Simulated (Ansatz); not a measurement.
# Ca: how the settings move a single-point run

How sensitive is a single-point run of Ca to its settings? A reference run comes first, then one run with altered input.

The COD cell was measured well above room temperature, so it is larger than a cold one.

Method: reference: DFT, PBEsol, PAW with Ansatz's default frozen-core files, scalar-relativistic, in Ansatz 0.2.0.

### 1 Starting point

Symmetry: P6_3/mmc, No. 194, hexagonal system. Conventional cell: a = 3.980 Å, b = 3.980 Å, c = 6.520 Å, α = 90.00°, β = 90.00°, γ = 120.00°. Ca (site symmetry -6m2) is surrounded by 12 Ca at 3.98 to 3.99 Å.

Structure file:

```cif
data_structure
_symmetry_space_group_name_H-M 'P 1'
_symmetry_Int_Tables_number 1
_cell_length_a 3.9800
_cell_length_b 3.9800
_cell_length_c 6.5200
_cell_angle_alpha 90.000
_cell_angle_beta 90.000
_cell_angle_gamma 120.000
_cell_volume 89.44
loop_
_atom_site_label
_atom_site_type_symbol
_atom_site_fract_x
_atom_site_fract_y
_atom_site_fract_z
_atom_site_occupancy
Ca1 Ca 0.33333 0.66667 0.25000 1
Ca2 Ca 0.66667 0.33333 0.75000 1
```

### 2 Reference

Contents of input.yaml:

```yaml
crystal:
  lattice:
    - [3.9799995206, 0.0, 0.0]
    - [-1.9899997603, 3.4467806919, 0.0]
    - [0.0, 0.0, 6.52]
  atoms:
    - { symbol: Ca, position: [0.3333333333, 0.6666666667, 0.25] }
    - { symbol: Ca, position: [0.6666666667, 0.3333333333, 0.75] }
kpoints:
  mp_grid: { grid: [11, 11, 6] }
  band_path:
    path:
      - [0.0, 0.0, 0.0]
      - [0.5, 0.0, 0.0]
      - [0.3333333333, 0.3333333333, 0.0]
      - [0.0, 0.0, 0.0]
      - [0.0, 0.0, 0.5]
      - [0.5, 0.0, 0.5]
      - [0.3333333333, 0.3333333333, 0.5]
      - [0.0, 0.0, 0.5]
      - [0.5, 0.0, 0.5]
    npoints: 5
scf:
  occupations: { method: fermi_dirac, width: 0.08 }
hamiltonian:
  xc: pbesol
  pseudopotentials: { kind: paw }
output:
  forces: true
  stress: true
  eigenvalues: true
  efg: { contact_densities: true }
```

Run with:

```sh
$ ansatz run input.yaml --threads 1 --pin off --max-ram 2048MiB --backend cpu --events-out ev --progress --plain --runs-dir out
```

### 3 Variant: dr2_threshold 1.0e-05, accuracy medium

input.yaml, as its differences from that of step 2:

```diff
@@ -24,2 +24,3 @@
   occupations: { method: fermi_dirac, width: 0.08 }
+  convergence: { dr2_threshold: 1.0e-05 }
 hamiltonian:
@@ -32 +33,6 @@
   efg: { contact_densities: true }
+  write_density: true
+  write_potential: true
+  elf: true
+  volumetric_format: npy
+accuracy: medium
```

Before running it: what results should come out? Wanted: for each run, ending; energy change; pressure; gap; force.

**Answer**, as computed:

| run | ending | energy change | pressure (GPa) | gap (eV) | force (eV/Å) | cycles | time |
| --- | --- | --- | --- | --- | --- | --- | --- |
| reference | converged | 0 | -1.4 | 0.00 | 0.00 | 6 | 5.7 s |
| 1: dr2_threshold 1.0e-05, accuracy medium | converged | 0.0 meV/atom | -1.4 | 0.00 | 0.00 | 6 | 6.3 s |

Times don't compare one to one where runs were asked for different outputs or read a saved state (see the inputs); cycles may leave out searches for a lower state.

Residual by cycle in the longest SCF loop of each run; runs are numbered as in the table. The quantity is the density residual dr2, in eV.

| cycle | reference | run 1 |
| --- | --- | --- |
| 1 | 0.00553 | 0.00553 |
| 2 | 0.00175 | 0.00175 |
| 3 | 1.9e-4 | 1.9e-4 |
| 4 | 2.1e-6 | 2.1e-6 |
| 5 | 2.8e-7 | 2.8e-7 |
| 6 | 4.6e-9 | 4.6e-9 |

What this shows: Energy and cycle count are those of the reference, so the change (convergence setting) left the result and the number of cycles as they were.
